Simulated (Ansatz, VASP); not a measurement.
## SnSe: VASP beside Ansatz

```
Sn Se
1.0
     0.00000    3.01000    3.01000
     3.01000    0.00000    3.01000
     3.01000    3.01000    0.00000
Sn Se
1 1
Direct
  0.00000 0.00000 0.00000
  0.50000 0.50000 0.50000
```

Alike in both runs: task electric field gradients; functional PBE; k mesh 9 × 9 × 9; occupations fermi-dirac, width 0.02 eV; no spin polarisation.

|  | VASP | Ansatz |
| --- | --- | --- |
| version | VASP 6.6.1 | Ansatz 0.2.0 |
| potentials or method | VASP PAW PBE potentials, release 64 (Sn_d, Se), cutoff 520 eV | all-electron PAW with datasets made for the crystal, scalar-relativistic |

```tsv
	VASP	Ansatz	Ansatz less VASP
pressure (GPa)	1.0	1.0	-0.01
Vzz of the field gradient on the site that differs most (V/Å²)	0.0	0.0	0.00
```

Ansatz ran all-electron here, so the differences hold the error of VASP's frozen core and of both bases. Ansatz warned: «gradients_without_spin_orbit».
